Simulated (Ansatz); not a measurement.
Runs of Ansatz 0.2.0 on NiO. Symmetry: Fm-3m, No. 225, cubic system. Conventional cell: a = 4.172 Å, b = 4.172 Å, c = 4.172 Å, α = 90.00°, β = 90.00°, γ = 90.00°. Around Ni (site symmetry m-3m) lie 6 O at 2.09 Å. O (site symmetry m-3m) is surrounded by 6 Ni at 2.09 Å. 

```csv
task,level,potentials or basis,spin,U,cell,k mesh,cutoff (eV),smearing,hubbard projectors,double counting,points for each segment of the path,other keys,gap on the mesh (eV),pressure (GPa),moment (μB),relaxed volume (Å³/atom)
relaxation of cell and atoms,r2SCAN+D3(BJ),Ansatz PAW,"collinear, ferromagnetic start",-,relaxed,11 × 11 × 11,500,fermi-dirac 0.05 eV,-,-,-,-,0.84,0.0,2.00,(b)
band structure,revPBE,Ansatz PAW,"collinear, ferromagnetic start",-,as given,11 × 11 × 11,420,fermi-dirac 0.05 eV,-,-,14,-,none,11.2,1.80,-
density of states,revPBE+U,Ansatz NC,"collinear, random start",Ni d U = 7 eV,as given,11 × 11 × 11,1400,tetrahedron,all-electron-atomic,amf,-,-,1.74,25.3,2.00,-
electric field gradients,PBEsol+D4+U,Ansatz PAW earlier set,"collinear, random start",Ni d U = 5 eV,as given,11 × 11 × 11,1080,cold 0.05 eV,ortho-atomic (the default),fll (the default),-,-,1.49,(c),2.00,-
electrostatic potential,r2SCAN+D4+U,Ansatz PAW,"collinear, ferromagnetic start",Ni d U = 5 eV,as given,11 × 11 × 11,500,fermi-dirac 0.1 eV,ortho-atomic (the default),fll,-,-,2.89,(a),2.00,-
relaxation of cell and atoms,r2SCAN0+D3(BJ)-ATM,Ansatz PAW,"collinear, ferromagnetic start",-,relaxed,7 × 7 × 7,500,fermi-dirac 0.05 eV,-,-,-,scf.eigensolver.kind = davidson,4.99,0.0,2.00,9.03
```

Task: Fill in the values left out.

Result: (a) 5.6; (b) 9.12; (c) 0.6.

Caveats: a cell with one magnetic atom can't hold antiferromagnetic order, which such compounds often take; the magnetic or orbital state may not be the lowest (some runs); odd divisions of the mesh miss points on the zone boundary, where band edges often lie, so the gap on the mesh can be too wide (some runs); the PAW data sets come from PBE, with cores solved anew for the run's functional, which leaves a small shift of forces and pressure (some runs); the plane-wave basis is chosen anew once the cell has moved, so the energies of steps on either side of that aren't comparable (some runs); the dispersion damping was fitted for another functional or another form of the correction (some runs); semilocal functionals often make such compounds metallic where correlation or magnetic order opens a gap, which also shifts bond lengths (some runs).

A k mesh can miss the band edges.

A gap of «none» marks a metal or a gap under the smearing width.

Runs at the PBE level aren't shown here.
